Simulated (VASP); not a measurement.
Wanted: the native input for a VASP 6.6.1 run.

```yaml
Task: band structure
Functional: PBE
Potentials_or_basis: VASP PAW PBE potentials, release 64 (Ir, O)
Cutoff: 520 eV
k_mesh: 8 × 8 × 12
Occupations: methfessel-paxton, width 0.1 eV
Spin: spin-orbit coupling, no magnetisation
Further_INCAR_settings: ALGO = Normal; EDIFF = 1e-07; NBANDS = 58
```

The structure of IrO2 lies in POSCAR:

```
IrO2                                    
1.0
    4.4837704648      0.0000000000      0.0000000000
   -0.0000000000      4.4837704648      0.0000000000
    0.0000000000      0.0000000000      3.1637946960
  Ir              O             
     2     4
Direct
     0.0000000000000000    0.0000000000000000    0.0000000000000000
     0.5000000000000000    0.5000000000000000    0.5000000000000000
     0.3088508816894303    0.3088508816894303    0.0000000000000000
     0.1911491183105698    0.8088508816894302    0.5000000000000000
     0.6911491183105698    0.6911491183105698    0.0000000000000000
     0.8088508816894302    0.1911491183105698    0.5000000000000000
```

One way to write it, as run:

INCAR

```
SYSTEM = IrO2
PREC = Accurate
ENCUT = 520
EDIFF = 1E-7
ISMEAR = 1
SIGMA = 0.1
LREAL = .FALSE.
LASPH = .TRUE.
NELM = 80
ALGO = Normal
ISIF = 2
LWAVE = .FALSE.
LCHARG = .FALSE.
LNONCOLLINEAR = .TRUE.
MAGMOM = 0 0 0 0 0 0 0 0 0 0 0 0 0 0 0 0 0 0
LORBIT = 11
LSORBIT = .TRUE.
GGA_COMPAT = .FALSE.
LMAXMIX = 4
GGA = PE
NBANDS = 58
KPAR = 4
```

KPOINTS

```
Automatic mesh
0
G
  8 8 12
  0 0 0
```

KPOINTS_OPT

```
explicit points
168
Reciprocal
 0.0000000000  0.0000000000  0.0000000000 1
 0.0000000000  0.0555555556  0.0000000000 1
 0.0000000000  0.1111111111  0.0000000000 1
 0.0000000000  0.1666666667  0.0000000000 1
 0.0000000000  0.2222222222  0.0000000000 1
 0.0000000000  0.2777777778  0.0000000000 1
[... 160 lines left out ...]
 0.0000000000  0.0000000000  0.5175947400 1
 0.0000000000  0.0000000000  0.4824052600 1
```

Potentials or basis: VASP PAW PBE potentials, release 64 (Ir, O).

The run is started by

```console
$ cat potpaw_PBE.64/Ir/POTCAR potpaw_PBE.64/O/POTCAR > POTCAR
$ mpirun -np 4 vasp_ncl > vasp.out
```

It gave:

* Pressure: 11.2 GPa
* Largest force: 0.102 eV/Å
* Valence electrons inside the program's atomic spheres: Ir 8.36; O 5.02

Wall time 7.7 min on 4 MPI ranks on Intel(R) Xeon(R) Platinum 8259CL CPU @ 2.50GHz (Skylake/Cascade Lake) (shared host), peak memory 1 GiB a rank.
